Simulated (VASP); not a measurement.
Write the native input for VASP 6.6.1 that does the following.

```yaml
Task: band structure
Functional: LDA
Potentials_or_basis: VASP PAW LDA potentials, release 64 (Sn_d, Se)
Cutoff: 520 eV
k_mesh: 3 × 6 × 6
Occupations: fermi-dirac, width 0.05 eV
Spin: no spin polarisation
Further_INCAR_settings: ALGO = Fast; EDIFF = 1e-06
```

The structure of SnSe lies in POSCAR:

```
SnSe
1.0
   11.4200000000      0.0000000000      0.0000000000
    0.0000000000      4.1900000000      0.0000000000
    0.0000000000      0.0000000000      4.4600000000
Sn Se
4 4
Direct
    0.8770000000      0.7500000000      0.9090000000
    0.6230000000      0.2500000000      0.4090000000
    0.3770000000      0.7500000000      0.5910000000
    0.1230000000      0.2500000000      0.0910000000
    0.6430000000      0.7500000000      0.9840000000
    0.8570000000      0.2500000000      0.4840000000
    0.1430000000      0.7500000000      0.5160000000
    0.3570000000      0.2500000000      0.0160000000
```

The input as run:

INCAR

```
SYSTEM = SnSe
PREC = Accurate
ENCUT = 520
EDIFF = 1E-6
ISMEAR = -1
SIGMA = 0.05
LREAL = .FALSE.
LASPH = .TRUE.
NELM = 60
ALGO = Fast
ISIF = 2
LWAVE = .FALSE.
LCHARG = .FALSE.
```

KPOINTS

```
Automatic mesh
0
G
  3 6 6
  0 0 0
```

KPOINTS_OPT

```
path GXSYGZURTZ,YT,UX,SR
15
line-mode
reciprocal
 0.0000000000  0.0000000000  0.0000000000  G
 0.0000000000  0.5000000000  0.0000000000  X

 0.0000000000  0.5000000000  0.0000000000  X
 0.0000000000  0.5000000000  0.5000000000  S

 0.0000000000  0.5000000000  0.5000000000  S
 0.0000000000  0.0000000000  0.5000000000  Y

 0.0000000000  0.0000000000  0.5000000000  Y
 0.0000000000  0.0000000000  0.0000000000  G

 0.0000000000  0.0000000000  0.0000000000  G
 0.5000000000  0.0000000000  0.0000000000  Z

 0.5000000000  0.0000000000  0.0000000000  Z
 0.5000000000  0.5000000000  0.0000000000  U

 0.5000000000  0.5000000000  0.0000000000  U
 0.5000000000  0.5000000000  0.5000000000  R

 0.5000000000  0.5000000000  0.5000000000  R
 0.5000000000  0.0000000000  0.5000000000  T

 0.5000000000  0.0000000000  0.5000000000  T
 0.5000000000  0.0000000000  0.0000000000  Z

 0.0000000000  0.0000000000  0.5000000000  Y
 0.5000000000  0.0000000000  0.5000000000  T

 0.5000000000  0.5000000000  0.0000000000  U
 0.0000000000  0.5000000000  0.0000000000  X

 0.0000000000  0.5000000000  0.5000000000  S
 0.5000000000  0.5000000000  0.5000000000  R
```

Potentials or basis: VASP PAW LDA potentials, release 64 (Sn_d, Se).

Run with:

```console
$ cat potpaw_LDA.64/Sn_d/POTCAR potpaw_LDA.64/Se/POTCAR > POTCAR
$ mpirun -np 1 vasp_std > vasp.out
```

It gave:

```
Pressure                : -1.9 GPa
Largest force           : 0.196 eV/Å
Band gap on the k mesh  : 0.47 eV, indirect (least direct gap 0.65 eV)
Band gap along the path : 0.47 eV, indirect (least direct gap 0.61 eV)
```

Caveat: spin-orbit coupling is left out, which moves the levels of the heavy elements.

Wall time 22 min on 1 thread of Intel(R) Xeon(R) 6975P-C (Granite Rapids), with other jobs on the host, peak memory 0.51 GiB.
